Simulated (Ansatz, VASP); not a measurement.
## Bi in VASP and in Ansatz

The input INCAR:

```
PREC = Accurate ; ENCUT = 600
EDIFF = 1E-6 ; ISMEAR = -1
SIGMA = 0.05 ; LREAL = F
LASPH = T ; NELM = 60
ALGO = Normal ; ISIF = 3
LWAVE = F ; LCHARG = F
GGA = RP ; IVDW = 13
IBRION = 2 ; NSW = 80
EDIFFG = -0.005
```

KPOINTS

```
regular mesh
0
Gamma
  9 9 9
```

Contents of POSCAR:

```
Bi
1.0
   -1.9814305318      1.9814305318      1.9814305318
    1.9814305318     -1.9814305318      1.9814305318
    1.9814305318      1.9814305318     -1.9814305318
Bi
1
Direct
    0.0000000000      0.0000000000      0.0000000000
```

input.yaml

```yaml
crystal:
  lattice:
    - [-1.9814305318, 1.9814305318, 1.9814305318]
    - [1.9814305318, -1.9814305318, 1.9814305318]
    - [1.9814305318, 1.9814305318, -1.9814305318]
  atoms:
    - { symbol: Bi, position: [0.0, 0.0, 0.0] }
kpoints:
  mp_grid: { grid: [9, 9, 9] }
scf:
  occupations: { method: fermi_dirac, width: 0.05 }
hamiltonian:
  xc: rpbe
  dispersion: d4
  pseudopotentials: { kind: all_electron, lapw: { basis_error: 0.001 } }
output:
  forces: true
  stress: true
relax:
  f_tol: 0.005
  max_steps: 60
  cell: {}
```

This isn't the form of Bi at room conditions, which is rhombohedral.

Alike in both runs: task relaxation of cell and atoms; functional RPBE; dispersion D4; k mesh 9 × 9 × 9; occupations fermi-dirac, width 0.05 eV; no spin polarisation.

```csv
,VASP,Ansatz
version,VASP 6.6.1,Ansatz 0.2.0
potentials or method,"VASP PAW PBE potentials, release 64 (Bi_d)","all-electron LAPW, scalar-relativistic"
plane-wave cutoff (eV),600,see its input
```

|  | VASP | Ansatz | Ansatz less VASP |
| --- | --- | --- | --- |
| relaxed volume (Å³/atom) | 29.92 | 29.94 | +0.020 |
| relaxed cell length with the largest relative difference (Å) | 3.387 | 3.388 | +0.0007 |
| energy change over the relaxation (meV/atom) | -8 | -8 | +0.2 |

Ansatz ran all-electron here, so the differences hold the error of VASP's frozen core and of both bases.

Caveats: the PAW data sets were made with another functional, which shifts forces and pressure a little (VASP); pairwise dispersion overbinds metals, which lowers pressure and volume (VASP).
